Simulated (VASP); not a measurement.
# K (Im-3m) in VASP: further runs, part 2 of 2

VASP 6.6.1. The steps go on from the part before.

**5. Relaxation of cell and atoms, PBE+D3(BJ)**

INCAR reads:

```
PREC = Accurate
ENCUT = 600
EDIFF = 1E-7
ISMEAR = 0
SIGMA = 0.1
LREAL = False
LASPH = True
NELM = 80
ALGO = Fast
ISIF = 3
LWAVE = False
LCHARG = False
GGA = PE
IVDW = 12
IBRION = 2
NSW = 90
EDIFFG = -0.005
```

KPOINTS reads:

```
Automatic mesh
0
Gamma
  12 12 12
```

POSCAR reads:

```
K
1.0
   -2.6180000000      2.6180000000      2.6180000000
    2.6180000000     -2.6180000000      2.6180000000
    2.6180000000      2.6180000000     -2.6180000000
K
1
Direct
    0.0000000000      0.0000000000      0.0000000000
```

Potentials or basis: VASP PAW PBE potentials, release 64 (K_sv).

Launch:

```
cat potpaw_PBE.64/K_sv/POTCAR > POTCAR
mpirun -np 1 vasp_std > vasp.out
```

OUTCAR:

```text
PREC = Accurate
   ENCUT = 600
   EDIFF = 1E-7
   ISMEAR = 0
   LREAL = False
   LASPH = True
   NELM = 80
   ISIF = 3
   GGA = PE
   IVDW = 12
   IBRION = 2
   NSW = 90
   EDIFFG = -0.005
 IVDW          = 12

 ion  position               nearest neighbor table
   1  0.000  0.000  0.000-

  LATTYP: Found a body centered cubic cell.
 ALAT       =     5.2360000000

  Lattice vectors:

 A1 = (  -2.6180000000,   2.6180000000,   2.6180000000)
 A2 = (   2.6180000000,  -2.6180000000,   2.6180000000)
 A3 = (   2.6180000000,   2.6180000000,  -2.6180000000)

Analysis of symmetry for initial positions (statically):
=====================================================================
 Subroutine PRICEL returns:
 Original cell was already a primitive cell.

 Routine SETGRP: Setting up the symmetry group for a
 body centered cubic supercell.

 Subroutine GETGRP returns: Found 48 space group operations
 (whereof 48 operations were pure point group operations)
 out of a pool of 48 trial point group operations.

The static configuration has the point symmetry O_h .

Analysis of symmetry for dynamics (positions and initial velocities):
=====================================================================
 Subroutine PRICEL returns:
 Original cell was already a primitive cell.

 Routine SETGRP: Setting up the symmetry group for a
 body centered cubic supercell.

 Subroutine GETGRP returns: Found 48 space group operations
 (whereof 48 operations were pure point group operations)
 out of a pool of 48 trial point group operations.

The dynamic configuration has the point symmetry O_h .

 Subroutine INISYM returns: Found 48 space group operations
 (whereof 48 operations are pure point group operations),
 and found     1 'primitive' translations

----------------------------------------------------------------------------------------

                                     Primitive cell

  volume of cell :      71.7743

  direct lattice vectors                    reciprocal lattice vectors
    -2.618000000  2.618000000  2.618000000     0.000000000  0.190985485  0.190985485
[... 103 lines left out ...]
     AMIX     =   0.40;   BMIX     =  1.00
     AMIX_MAG =   1.60;   BMIX_MAG =  1.00
  volume/ion in A,a.u.               =      71.77       484.36
  Fermi-wavevector in a.u.,A,eV,Ry     =   0.819406  1.548454  9.135317  0.671427
  Thomas-Fermi vector in A             =   1.930206
   LORBIT       =      0    0 simple, 1 ext, 2 COOP (PROOUT), +10 PAW based schemes
   GGA     = PE    functional components
   LHFCALC =     F    Hartree Fock is set to
   AEXX    =    0.0000 exact exchange contribution
   IVDW    =    12    specifies the selected vdW correction
   LEPSILON=     F    determine dielectric tensor
   LRPA    =     F    only Hartree local field effects (RPA)
 conjugate gradient relaxation of ions
 non-spin polarized calculation
 RMM-DIIS sequential band-by-band and
 Gauss-broadening in eV      SIGMA  =   0.10
  energy-cutoff  :      600.00
  volume of cell :       71.77
 maximum number of plane-waves:      2454
   NGX = 19   NGY = 19   NGZ = 19

--------------------------------------- Ionic step        1  -------------------------------------------

 number of electron       9.0000001 magnetization

 Free energy of the ion-electron system (eV)
  ---------------------------------------------------
  ext. energy  EPLUGINS =         0.00000000
  ---------------------------------------------------
  free energy    TOTEN  =        -1.04779686 eV

  energy without entropy =       -1.04292667  energy(sigma->0) =       -1.04536177

------------------------ aborting loop because EDIFF is reached ----------------------------------------

 Edisp (eV)   -0.11636

 E8    (eV) :    -0.0628
[... 108 lines left out ...]
--------------------------------------- Ionic step        4  -------------------------------------------

 number of electron       8.9999999 magnetization

 E-fermi :  -0.0201     XC(G=0):  -5.7727

 val. band max:       -0.0406502832   @ k =   0.2500   0.2500   0.0000
 cond. band min:       0.0260225196   @ k =   0.3333   0.1667   0.0000
 fundamental gap:      0.0666728028
 Fermi energy:        -0.0200642961

 k-point     1 :       0.0000    0.0000    0.0000
  band No.  band energies     occupation
      1     -32.1107      2.00000
      2     -15.5569      2.00000
      3     -15.5569      2.00000
      4     -15.5569      2.00000
      5      -2.2358      2.00000
      6       4.3349      0.00000
      7       4.3349      0.00000
      8       4.3349      0.00000
[... 330 lines left out ...]
--------------------------------------- Ionic step        6  -------------------------------------------

 number of electron       8.9999998 magnetization

 Free energy of the ion-electron system (eV)
  ---------------------------------------------------
  ext. energy  EPLUGINS =         0.00000000
  ---------------------------------------------------
  free energy    TOTEN  =        -1.04433867 eV

  energy without entropy =       -1.03952726  energy(sigma->0) =       -1.04193297

 E-fermi :   0.0178     XC(G=0):  -5.8129

 val. band max:       -0.0025054481   @ k =   0.2500   0.2500   0.0000
 cond. band min:       0.0643813209   @ k =   0.3333   0.1667   0.0000
 fundamental gap:      0.0668867690
 Fermi energy:         0.0178167806

 k-point     1 :       0.0000    0.0000    0.0000
  band No.  band energies     occupation
      1     -32.0636      2.00000
      2     -15.5084      2.00000
      3     -15.5084      2.00000
      4     -15.5084      2.00000
      5      -2.2215      2.00000
      6       4.3882      0.00000
      7       4.3882      0.00000
      8       4.3882      0.00000
[... 285 lines left out ...]
  FREE ENERGIE OF THE ION-ELECTRON SYSTEM (eV)
  ---------------------------------------------------
  free  energy   TOTEN  =        -1.1656737264 eV

  energy  without entropy=       -1.1608623151  energy(sigma->0) =       -1.16326802

 reached required accuracy - stopping structural energy minimisation
```

CONTCAR:

```text
K
   1.00000000000000
    -2.5820651161260431    2.5820651161260431    2.5820651161260431
     2.5820651161260431   -2.5820651161260431    2.5820651161260431
     2.5820651161260431    2.5820651161260431   -2.5820651161260431
  K
     1
Direct
     0.0000000000000000    0.0000000000000000    0.0000000000000000

  0.00000000E+00  0.00000000E+00  0.00000000E+00
```

Wall time 3.3 min (1 thread of Intel Xeon Platinum 8259CL at 2.50GHz (Skylake/Cascade Lake), shared host); peak memory 0.25 GiB.

Results:

```
Free energy                            : -1.1657 eV
Relaxed volume                         : 68.86 Å³/atom
Relaxed cell                           : a = 4.472 Å, b = 4.472 Å, c = 4.472 Å, α = 109.47°, β = 109.47°, γ = 109.47°
Space group after relaxing (to 0.05 Å) : Im-3m (No. 229)
Energy gained by relaxing              : 1.5 meV/atom
Ionic steps                            : 6
Pressure after relaxing                : 0.0 GPa
Band gap on the k mesh                 : none (metal or under the smearing width)
Dispersion energy per atom             : -0.121 eV
```

Step by step:
```csv
step,energy change (eV),largest force (eV/Å),pressure (GPa),volume (Å³)
1,0.0000,0.0000,-0.16,71.77
2,-0.0007,0.0000,-0.09,71.03
3,-0.0009,0.0000,-0.09,70.68
4,-0.0013,0.0000,-0.07,69.98
5,-0.0015,0.0000,0.02,68.61
6,-0.0015,0.0000,-0.01,68.86
```

Final structure:
```
CELL_PARAMETERS angstrom
-2.58207 2.58207 2.58207
2.58207 -2.58207 2.58207
2.58207 2.58207 -2.58207
ATOMIC_POSITIONS crystal
K 0.00000 0.00000 0.00000
```

Levels at points of the mesh, in eV from the Fermi level:
| k point | band 2 | band 3 | band 4 | band 5 | band 6 | band 7 |
| --- | --- | --- | --- | --- | --- | --- |
| (0.00, 0.00, 0.00) | -15.53 | -15.53 | -15.53 | -2.24 | 4.37 | 4.37 |
| (0.50, 0.00, 0.00) | -15.61 | -15.55 | -15.53 | 0.45 | 0.74 | 3.20 |
| (0.50, 0.50, 0.50) | -15.59 | -15.59 | -15.59 | 1.65 | 1.65 | 3.67 |

Caveat: pairwise dispersion overbinds metals, which lowers pressure and volume.

**6. Summary**

```tsv
level	potentials or basis	gap on the mesh (eV)	pressure (GPa)	relaxed volume (Å³/atom)
PBEsol	VASP PAW PBE potentials, release 64 (K_sv)	none	0.0	70.98
LDA	VASP PAW LDA potentials, release 64 (K_sv)	none	0.0	64.24
PBE	VASP PAW PBE potentials, release 64 (K_sv)	none	0.0	73.69
PBE+D3(BJ)	VASP PAW PBE potentials, release 64 (K_sv)	none	0.0	68.86
```

Alike in all rows: task relaxation of cell and atoms; no spin polarisation; cell relaxed; k mesh 12 × 12 × 12; cutoff (eV) 600; smearing gaussian 0.1 eV.

Caveats: the PAW data sets were made with another functional, which shifts forces and pressure a little (some runs); the volume moved by -10 % from the deposited cell, more than functionals usually miss (some runs); pairwise dispersion overbinds metals, which lowers pressure and volume (some runs).

Total energies depend on the potentials used, so only differences within one code and one set of settings carry meaning.
